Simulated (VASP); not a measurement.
# Dielectric function of ZnS (Wurtzite-2H), part 3 of 3

Aim: the dielectric function of ZnS (Wurtzite-2H) for independent particles, and its static limit with local fields. The cell is of the wurtzite type, one of the forms listed for this formula. The start is a cell from a database of measured crystal structures.

VASP 6.6.1, plane waves and PAW; the level of theory is named at each step.

So far. Step 2 (Ground state): The cell has a gap of 2.25 eV on this mesh and a pressure of +2.3 GPa, which holds the misfit of the given cell and coordinates with this functional, and any error of cutoff, mesh and data sets. Forces of up to 0.33 eV/Å remain in these settings. Step 4 (Static response with local fields): The mean electronic (clamped-ion) dielectric constant is 5.84.

The database entry behind the starting cell differs from later determinations by our own check (about 0.4 % short), so it need not match the best structure at ambient conditions.

### 5. Spectrum at r2SCAN

This step: r2SCAN; plane waves and PAW (Zn, S) (VASP 6.6.1).

The spectrum is made again with r2SCAN.

Input file INCAR:

```
SYSTEM = ZnS
PREC = Accurate
ENCUT = 400
EDIFF = 1E-07
NELM = 100
ISMEAR = 0
SIGMA = 0.05
LREAL = .FALSE.
ALGO = Normal
METAGGA = R2SCAN
LASPH = .TRUE.
NBANDS = 56
LWAVE = .FALSE.
LCHARG = .FALSE.
KPAR = 4
LOPTICS = .TRUE.
NEDOS = 2000
CSHIFT = 0.2
```

Input file POSCAR:

```
ZnS
1.0
    3.8110000000      0.0000000000      0.0000000000
   -1.9055000000      3.3004228138      0.0000000000
    0.0000000000      0.0000000000      6.2340000000
Zn S
2 2
Direct
    0.6666666667      0.3333333333      0.5000000000
    0.3333333333      0.6666666667      0.0000000000
    0.6666666667      0.3333333333      0.8850000000
    0.3333333333      0.6666666667      0.3850000000
```

Input file KPOINTS:

```
Automatic mesh
0
Gamma
10 10 5
0 0 0
```

The projector-augmented-wave data sets are Zn and S (PBE family, release 64).

Command:

```bash
$ mpirun -np 4 vasp_std
```

The log of the run:

```text
[banner, memory and clock lines left out]
running    4 mpi-ranks, on    1 nodes
 distrk:  each k-point on    1 cores,    4 groups
 distr:  one band on    1 cores,    1 groups

 POSCAR found type information on POSCAR ZnS
 POSCAR found :  2 types and       4 ions
|                                                                             |
|               ----> ADVICE to this user running VASP <----                  |
|                                                                             |
|     You enforced a specific xc type in the INCAR file but a different       |
|     [... a line on the potential file left out ...]
|     I HOPE YOU KNOW WHAT YOU ARE DOING!                                     |
|                                                                             |

 LDA part: xc-table for (None), standard interpolation
 POSCAR, INCAR and KPOINTS ok, starting setup
 FFT: planning ... GRIDC
 FFT: planning ... GRID_SOFT
 FFT: planning ... GRID
 WAVECAR not read
 entering main loop
       N       E                     dE             d eps       ncg     rms          rms(c)
DAV:   1     0.249688755755E+03    0.24969E+03   -0.11317E+04  5064   0.667E+02
DAV:   2    -0.458812189883E+01   -0.25428E+03   -0.21783E+03  4744   0.207E+02
DAV:   3    -0.427746632690E+02   -0.38187E+02   -0.36965E+02  5520   0.716E+01
DAV:   4    -0.438265203365E+02   -0.10519E+01   -0.10496E+01  5528   0.130E+01
DAV:   5    -0.438308487189E+02   -0.43284E-02   -0.43282E-02  5400   0.823E-01    0.102E+01
DAV:   6    -0.377218999347E+02    0.61089E+01   -0.12417E+00  5240   0.213E+01    0.870E+00
DAV:   7    -0.376601417135E+02    0.61758E-01   -0.65176E-01  5416   0.643E+00    0.509E+00
DAV:   8    -0.376974685235E+02   -0.37327E-01   -0.86117E-02  5624   0.125E+00    0.158E+00
DAV:   9    -0.376916093749E+02    0.58591E-02   -0.11599E-02  6096   0.147E+00    0.410E-01
DAV:  10    -0.376918528246E+02   -0.24345E-03   -0.27671E-03  5336   0.226E-01    0.152E-01
DAV:  11    -0.376917681779E+02    0.84647E-04   -0.81933E-05  6040   0.586E-02    0.114E-01
DAV:  12    -0.376917137660E+02    0.54412E-04   -0.76445E-05  5472   0.119E-01    0.624E-02
DAV:  13    -0.376917218071E+02   -0.80411E-05   -0.33687E-05  5408   0.232E-02    0.345E-02
DAV:  14    -0.376917210131E+02    0.79402E-06   -0.19567E-07  6736   0.687E-03    0.125E-02
DAV:  15    -0.376917267158E+02   -0.57027E-05   -0.91797E-07  6376   0.177E-02    0.114E-02
DAV:  16    -0.376917271943E+02   -0.47855E-06   -0.15130E-07  4944   0.218E-03    0.481E-03
DAV:  17    -0.376917268445E+02    0.34984E-06   -0.62168E-09  3184   0.177E-03    0.545E-04
DAV:  18    -0.376917267884E+02    0.56103E-07   -0.71514E-09  3104   0.783E-04
   1 F= -.37691727E+02 E0= -.37691727E+02  d E =-.490211E-11
 optical routines
 imaginary and real dielectric function
 direction            1
 direction            2
 direction            3
```

The job ended after 1.8 min (4 MPI ranks of AMD EPYC 9R45, shared host; peak memory 1.1 GiB).

From OUTCAR (step 5):

```text
   NELECT =      36.0000    total number of electrons

 E-fermi :   2.0909

 k-point     1 :       0.0000    0.0000    0.0000
  band No.  band energies     occupation
    ...
     14       1.0113      2.00000
     15       1.0114      2.00000
     16       1.8780      2.00000
     17       1.8781      2.00000
     18       1.8870      2.00000
     19       4.7126      0.00000
     20       5.3929      0.00000
     21       8.6738      0.00000
     22       8.6739      0.00000
     23       9.0063      0.00000
    ...

  Total        0.2238595      0.2238595     -0.6939276      0.0000000      0.0000000      0.0000000
  in kB        4.5741531      4.5741531    -14.1791254      0.0000000      0.0000000      0.0000000
  external PRESSURE =      -1.6769397 kB  Pullay stress =       0.0000000 kB

 POSITION                                       TOTAL-FORCE (eV/Angst)
 -----------------------------------------------------------------------------------
      1.90550      1.10014      3.11700        -0.000000      0.000000      0.333901
     -0.00000      2.20028      0.00000         0.000000     -0.000000      0.333901
      1.90550      1.10014      5.51709         0.000000      0.000000     -0.333901
     -0.00000      2.20028      2.40009         0.000000      0.000000     -0.333901
 -----------------------------------------------------------------------------------
    total drift:                               -0.000000      0.000000      0.076443

  FREE ENERGIE OF THE ION-ELECTRON SYSTEM (eV)
  ---------------------------------------------------
  free  energy   TOTEN  =       -37.6917267884 eV

  energy  without entropy=      -37.6917267884  energy(sigma->0) =      -37.69172679

 plasma frequency squared (from intraband transitions) (eV^2)
  --------------------------------------------------------------------------------------
       0.000       0.000      -0.000
       0.000       0.000       0.000
       0.000       0.000       0.000

[... 9 parts as in an earlier step ...]

[... 7 further parts left out ...]
```

The PAW data sets were made with PBE, which is usual practice but a small mismatch for other functionals.

This step gave:

- free energy (TOTEN): -37.69 eV
- Fermi energy: 2.091 eV
- pressure: -0.1677 GPa
- gap on the k-mesh: 2.826 eV
- least direct gap on the k-mesh: 2.826 eV

The imaginary dielectric function has structure finer than the step of the table below, so its rows give means over 1 eV, whole bins alone (the curve runs from 0 to 25.0 eV). Peaks (eV: height): xx 6.0: 9.95, 7.1: 9.88; zz 5.9: 10.2, 7.0: 9.79.

Absorption under the direct gap is the tail of the CSHIFT broadening, and fine structure depends on the mesh. The imaginary dielectric function by photon energy; means over each step:

```
photon energy (eV)      xx      zz
                 1  0.0483  0.0510
                 2   0.136   0.149
                 3   0.560   0.728
                 4    1.66    1.55
                 5    4.58    5.59
                 6    8.85    8.62
                 7    9.13    8.70
                 8    7.29    6.71
                 9    5.34    5.01
                10    3.33    3.40
                11    2.89    2.76
                12    1.72    1.94
                13    1.36    1.22
                14   0.998    1.08
                15   0.805   0.841
                16   0.637   0.698
                17   0.513   0.534
                18   0.472   0.451
                19   0.423   0.396
                20   0.401   0.420
                21   0.348   0.374
                22   0.270   0.280
                23   0.258   0.264
                24   0.238   0.243
```

Table of real dielectric function by photon energy:

```
photon energy (eV)       xx       zz
               0.0     5.54     5.57
               0.5     5.57     5.60
               1.0     5.65     5.69
               1.5     5.81     5.85
               2.0     6.05     6.12
               2.5     6.46     6.56
               3.0     6.82     6.95
               3.5     7.38     7.07
               4.0     8.23     8.34
               4.5     8.58     9.10
               5.0     9.65     10.3
               5.5     8.70     7.17
               6.0     6.47     4.05
               6.5     3.51     3.25
               7.0     3.29     3.38
               7.5   0.0741   -0.390
               8.0   -0.826   -0.970
               8.5    -1.34   -0.810
               9.0    -1.26    -1.49
               9.5    -2.32    -1.53
              10.0    -1.86    -1.80
              10.5    -1.24    -1.12
              11.0    -1.56    -1.53
              11.5    -1.90    -1.36
              12.0    -1.34    -1.37
              12.5    -1.15    -1.34
              13.0    -1.10    -1.05
              13.5   -0.886   -0.670
              14.0   -0.770   -0.681
              14.5   -0.596   -0.576
              15.0   -0.514   -0.468
              15.5   -0.424   -0.376
              16.0   -0.306   -0.328
              16.5   -0.249   -0.257
              17.0   -0.135   -0.155
              17.5  -0.0344  -0.0582
              18.0  -0.0325  -0.0488
              18.5   0.0574   0.0709
              19.0    0.150    0.154
              19.5    0.135    0.194
              20.0    0.181    0.229
              20.5    0.184    0.198
              21.0    0.200    0.215
              21.5    0.221    0.214
              22.0    0.289    0.279
              22.5    0.328    0.336
              23.0    0.340    0.340
              23.5    0.378    0.382
              24.0    0.368    0.385
              24.5    0.387    0.386
```

### 6. Outcome

```yaml
pbe_independent_particles: eps xx at zero frequency 6.19, centre of weight of eps2 xx, over the range kept, at 8.09 eV, mesh 10×10×5
r2scan_independent_particles: eps xx at zero frequency 5.54, centre of weight of eps2 xx, over the range kept, at 8.70 eV, mesh 10×10×5
pbe_with_local_fields: eps 5.82, 5.82, 5.89
```

What this shows: Local fields, and the bands above those summed, take the mean static value from 6.21 to 5.84. Excitons and quasiparticle shifts are absent, so the onset tends to lie too low and its shape can differ. The atoms weren't relaxed and carry forces of up to 0.33 eV/Å at PBE in the first static run, so the numbers belong to the given coordinates, and a relaxation would change them.

[Lines on the potential files, build, host, timing and source positions are cut from VASP's logs without a mark.]

[Logs are printed without paths, hosts, clocks, repeated set-up lines and the standing remarks that a program may print on its own settings, such as how far it seeks lower states.]

[Hosts, paths, dates, database ids (printed as entryN), source tags and the programs' standing remarks are cut or masked in the printed files.]
